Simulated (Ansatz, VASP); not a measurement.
# Two plane-wave programs on W

The input INCAR:

```
SYSTEM = W
  PREC = Accurate
  ENCUT = 520
  EDIFF = 1E-7
  ISMEAR = -1
  SIGMA = 0.1
  LREAL = .FALSE.
  LASPH = .TRUE.
  NELM = 100
  ALGO = Normal
  ISIF = 2
  LWAVE = .FALSE.
  LCHARG = .FALSE.
  GGA = PE
  NBANDS = 21
```

File KPOINTS:

```
Automatic mesh
0
G
  11 11 11
  0 0 0
```

Contents of POSCAR:

```
W
1.0
    0.0000000000      3.0283236499      3.0283236499
    3.0283236499      0.0000000000      3.0283236499
    3.0283236499      3.0283236499      0.0000000000
W
2
Direct
    0.1250000000      0.1250000000      0.1250000000
    0.8750000000      0.8750000000      0.8750000000
```

Input for Ansatz:

```yaml
crystal:
  lattice:
    - [0.0, 3.0283236499, 3.0283236499]
    - [3.0283236499, 0.0, 3.0283236499]
    - [3.0283236499, 3.0283236499, 0.0]
  atoms:
    - { symbol: W, position: [0.125, 0.125, 0.125] }
    - { symbol: W, position: [0.875, 0.875, 0.875] }
hamiltonian:
  xc: pbe
  pseudopotentials:
    kind: paw
    azcp:
      W: "pseudopotentials/W.paw.azcp"
basis:
  ecutwfc: 420
  fft_grid_basis: typed
kpoints:
  mp_grid: { grid: [11, 11, 11], shift: [0, 0, 0] }
magnetization:
  spin_polarized: false
scf:
  occupations: { method: fermi_dirac, width: 0.1 }
  lower_state_search: "off"
output:
  stress: true
```

Alike in both runs: task single point; functional PBE; k mesh 11 × 11 × 11; occupations fermi-dirac, width 0.1 eV; no spin polarisation.

|  | VASP | Ansatz |
| --- | --- | --- |
| version | VASP 6.6.1 | Ansatz 0.2.0 |
| potentials or method | VASP PAW PBE potentials, release 64 (W_sv) | plane waves (420 eV) with PAW, scalar-relativistic |
| plane-wave cutoff (eV) | 520 | 420 |
| valence electrons in the cell | 28 | 28 |

Ansatz gave:

| Item | Value |
| --- | --- |
| pressure (GPa) | -11.0 |

Task: Estimate VASP's values.

Result: Pressure (GPa): -10.7.

The runs have no spin-orbit coupling, so splittings on W are missing.
